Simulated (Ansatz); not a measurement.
Crystal: Si2Mo.

```
CELL_PARAMETERS angstrom
4.58547 0.00000 0.00000
-2.29274 3.97113 0.00000
0.00000 0.00000 6.57976
ATOMIC_POSITIONS crystal
Mo 0.50000 0.50000 0.83333
Mo 0.00000 0.50000 0.16667
Mo 0.50000 0.00000 0.50000
Si 0.16387 0.32775 0.50000
Si 0.67225 0.83613 0.16667
Si 0.83613 0.16387 0.83333
Si 0.83613 0.67225 0.50000
Si 0.32775 0.16387 0.16667
Si 0.16387 0.83613 0.83333
```

Measurements of this composition are mostly on another form, of space group No. 139.

- Program: Ansatz 0.2.0
- Task: relaxation of cell and atoms
- Functional: PBEsol
- Dispersion: D3(BJ)
- Potentials or basis: Ansatz PAW
- Cutoff: 420 eV (not typed: the program's choice for these potentials)
- k mesh: 7 × 7 × 4
- Occupations: fermi-dirac, width 0.05 eV
- Spin: no spin polarisation

At the start: volume 13.31 Å³/atom.

**Question.** Where does the relaxation end?

**Answer.** It ends after 5 steps and the volume is 12.84 Å³/atom (-3.6 %); space group P6_222 (No. 180, to 0.05 Å).

Step by step:
```
step  energy change (eV)  largest force (eV/Å)  volume (Å³)
   1              0.0000                0.0425       119.81
   2             -0.1005                0.0724       114.30
   3             -0.1111                0.0087       115.62
   4             -0.1112                0.0028       115.54
   5             -0.1104                0.0028       115.54
```

Final structure:
```yaml
crystal:
  lattice:
    - [4.52727, 0.00000, 0.00000]
    - [-2.26363, 3.92073, 0.00000]
    - [0.00000, 0.00000, 6.50942]
  atoms:
    - { symbol: Mo, position: [0.50000, 0.50000, 0.83333] }
    - { symbol: Mo, position: [0.00000, 0.50000, 0.16667] }
    - { symbol: Mo, position: [0.50000, 0.00000, 0.50000] }
    - { symbol: Si, position: [0.16413, 0.32826, 0.50000] }
    - { symbol: Si, position: [0.67174, 0.83587, 0.16667] }
    - { symbol: Si, position: [0.83587, 0.16413, 0.83333] }
    - { symbol: Si, position: [0.83587, 0.67174, 0.50000] }
    - { symbol: Si, position: [0.32826, 0.16413, 0.16667] }
    - { symbol: Si, position: [0.16413, 0.83587, 0.83333] }
```

Caveat: the plane-wave basis is chosen anew once the cell has moved, so the energies of steps on either side of that aren't comparable; the PAW data sets come from PBE, with cores solved anew for the run's functional, which leaves a small shift of forces and pressure.
